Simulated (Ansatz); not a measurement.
# Si2Mo: ideal shear of a crystal plane

Method: DFT PBE, scalar-relativistic, plane waves, PAW (Ansatz 0.2.0). Settings: plane waves to 420 eV, k-mesh 14×14×3 (Γ-centred), Gaussian smearing 0.15 eV. No spin polarisation. Energies are free energies at this smearing, counted from the undisturbed cell; pressure is positive in compression.

Zero of the scan (relaxed at this level):

```
Si Mo
1.0
    -3.21685    0.00000    0.00000
     0.00000   -3.21685    0.00000
     0.00000    0.00000   15.74604
Si Mo
8 4
Direct
  0.50000 0.50000 0.29255
  0.00000 0.00000 0.04255
  0.50000 0.50000 0.79255
  0.00000 0.00000 0.54255
  0.50000 0.50000 0.45745
  0.00000 0.00000 0.20745
  0.50000 0.50000 0.95745
  0.00000 0.00000 0.70745
  0.00000 0.00000 0.37500
  0.50000 0.50000 0.12500
  0.00000 0.00000 0.87500
  0.50000 0.50000 0.62500
```

The cut lies on the cell's a–b face, a (0 0 1) plane (indices in the standard cell, whose axes needn't be the Cartesian ones shown) of area 10.35 Å², between layers 1.34 Å apart. Vector c is tilted by f times 1·a + 0·b (length 3.217 Å) with the atoms' Cartesian places fixed: one unrelaxed fault a cell. The traction is dγ/du, the slope of γ against the slip u in Å. Some rows repeat others by symmetry and weren't run.

| f | γ (mJ/m²) | traction (GPa) |
| --- | --- | --- |
| 0.0000 | 0 | 0.0 |
| 0.1000 | 400 | 24.4 |
| 0.2000 | 1507 | 42.9 |
| 0.3000 | 3016 | 48.1 |
| 0.4000 | 4378 | 32.9 |
| 0.5000 | 4947 | 0.0 |
| 0.6000 | 4378 | -32.9 |
| 0.7000 | 3016 | -48.1 |
| 0.8000 | 1507 | -42.9 |
| 0.9000 | 400 | -24.4 |

Problem. Read off the first barrier and the stress needed to climb it, and compare with Frenkel's sinusoid.

Solution. The first sampled maximum lies at f = 0.500, a slip of 1.61 Å, with γ ≈ 4947 mJ/m², which stands in for the unstable fault energy γ_us, and the steepest sampled slope before it is 48.1 GPa. A sinusoid γ = γ_us sin²(πu/λ) with its maximum there has λ = 3.22 Å and a largest slope πγ_us/λ = 48.3 GPa (1 mJ/m² per Å = 0.01 GPa).

Problem. Is there a metastable fault on this line?

Solution. Apart from points where γ returns to about zero, no local minimum shows among the samples, so at this sampling the line offers no fault for a dislocation to split on; a fault can still lie off the line.

The cut is rigid; relaxing the faces lowers these energies and usually the stresses.

In a metal these slopes depend on the k mesh and the smearing.

Cost: 6 runs of about 8.1 core-minutes in all, on Oxide Virtual Turin-like Processor (Zen 5) (shared hosts).